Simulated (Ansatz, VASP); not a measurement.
Two plane-wave programs on AlN

Contents of INCAR:

```
SYSTEM = AlN
PREC = Accurate
ENCUT = 520
EDIFF = 1E-6
ISMEAR = -1
SIGMA = 0.05
LREAL = .FALSE.
LASPH = .TRUE.
NELM = 80
ALGO = Normal
ISIF = 2
LWAVE = .FALSE.
LCHARG = .TRUE.
GGA = RE
LELF = .TRUE.
LVHAR = .TRUE.
NBANDS = 11
```

KPOINTS

```
Automatic mesh
0
G
  11 11 11
  0 0 0
```

POSCAR

```
AlN
1.0
    0.0000000000      2.0345180000      2.0345180000
    2.0345180000      0.0000000000      2.0345180000
    2.0345180000      2.0345180000      0.0000000000
Al N
1 1
Direct
    0.5000000000      0.5000000000      0.5000000000
    0.0000000000      0.0000000000      0.0000000000
```

The input input.yaml:

```yaml
crystal:
  lattice:
    - [0.0, 2.034518, 2.034518]
    - [2.034518, 0.0, 2.034518]
    - [2.034518, 2.034518, 0.0]
  atoms:
    - { symbol: Al, position: [0.5, 0.5, 0.5] }
    - { symbol: "N", position: [0.0, 0.0, 0.0] }
hamiltonian:
  xc: revpbe
  pseudopotentials: { kind: paw }
kpoints:
  mp_grid: { grid: [11, 11, 11] }
  band_path:
    path:
      - [[0.0, 0.0, 0.0], [0.5, 0.0, 0.5], [0.5, 0.25, 0.75], [0.375, 0.375, 0.75], [0.0, 0.0, 0.0], [0.5, 0.5, 0.5], [0.625, 0.25, 0.625], [0.5, 0.25, 0.75], [0.5, 0.5, 0.5], [0.375, 0.375, 0.75]]
      - [[0.625, 0.25, 0.625], [0.5, 0.0, 0.5]]
    npoints: 14
scf:
  occupations: { method: fermi_dirac, width: 0.05 }
  n_extra_bands: 6
output:
  forces: true
  stress: true
  eigenvalues: true
  fatbands: false
```

Measurements of this composition are mostly on another form, of space group No. 186.

Alike in both runs: functional revPBE; k mesh 11 × 11 × 11; occupations fermi-dirac, width 0.05 eV; no spin polarisation.

|  | VASP | Ansatz |
| --- | --- | --- |
| version | VASP 6.6.1 | Ansatz 0.2.0 |
| potentials or method | VASP PAW PBE potentials, release 64 (Al, N) | Ansatz PAW |
| plane-wave cutoff (eV) | 520 | 420 |
| valence electrons in the cell | 8 | 8 |
| task | single point | band structure |

Ansatz gave:

| Quantity | Value |
| --- | --- |
| gap on the k mesh at the Fermi level (eV) | 4.67 |
| least direct gap on the mesh (eV) | 5.41 |
| pressure (GPa) | 3.8 |

Estimate VASP's values.

gap on the k mesh at the Fermi level (eV): 4.65; least direct gap on the mesh (eV): 5.42; pressure (GPa): 3.2.

Caveats: the PAW data sets were made with another functional, which shifts forces and pressure a little (VASP); an odd mesh through Γ misses points on the zone boundary, where band edges often lie (VASP); the k mesh misses the band edges, so the gap on the mesh is wider than the one along the path (Ansatz); the pressure holds a Pulay correction of +0.5 GPa for the finite cutoff (Ansatz); the PAW data sets come from PBE, with cores solved anew for the run's functional, which leaves a small shift of forces and pressure (Ansatz). A hybrid or GW would open this gap; revPBE tends to underestimate it.
